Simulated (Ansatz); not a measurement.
The system is CuO.

```
Cu O
1.0
     0.18960   -2.17229   -2.04314
    -2.01972    0.10630   -1.95984
     2.38320    2.28584   -4.38944
Cu O
2 2
Direct
  0.45623 0.53069 0.48541
  0.97428 0.98587 0.02436
  0.80166 0.74472 0.73928
  0.26782 0.23873 0.25095
```

The cell comes from a database or a generator and needn't be the stable form of this composition.

The cell isn't the ideal one: all atoms moved at random, sigma 0.1 Å a component, cell strained at random, sigma 0.1.

Base run:

| Item | Value |
| --- | --- |
| Program | Ansatz 0.2.0 |
| Functional | r2SCAN |
| Potentials or basis | Ansatz PAW |
| Cutoff | 500 eV (not typed: the program's choice for these potentials) |
| k mesh | 10 × 10 × 5 |
| Occupations | fermi-dirac, width 0.05 eV |
| Spin | no spin polarisation |
| Hubbard terms | Cu d U = 6 eV |

Its results: band gap on the k mesh none (metal or under the smearing width); pressure -7.4 GPa; largest force 1.619 eV/Å.

Task: After a change of settings the same cell gave: band gap on the k mesh none (metal or under the smearing width); pressure -8.8 GPa; largest force 1.626 eV/Å. Which change was it?
A. hubbard terms from Cu d U = 6 eV to Cu d U = 8 eV
B. hubbard terms from Cu d U = 6 eV to Cu d U = 4 eV
C. hubbard terms from Cu d U = 6 eV to none; hubbard projectors from ortho-atomic (the default) to none

Result: B.

Caveats: the run has no spin polarisation, though such a crystal can be magnetic; U without spin polarisation on a metal has little footing; the PAW data sets come from PBE, with cores solved anew for the run's functional, which leaves a small shift of forces and pressure; forces of over 1 eV/Å show positions far from the minimum, so gaps and moduli don't describe the material at rest.
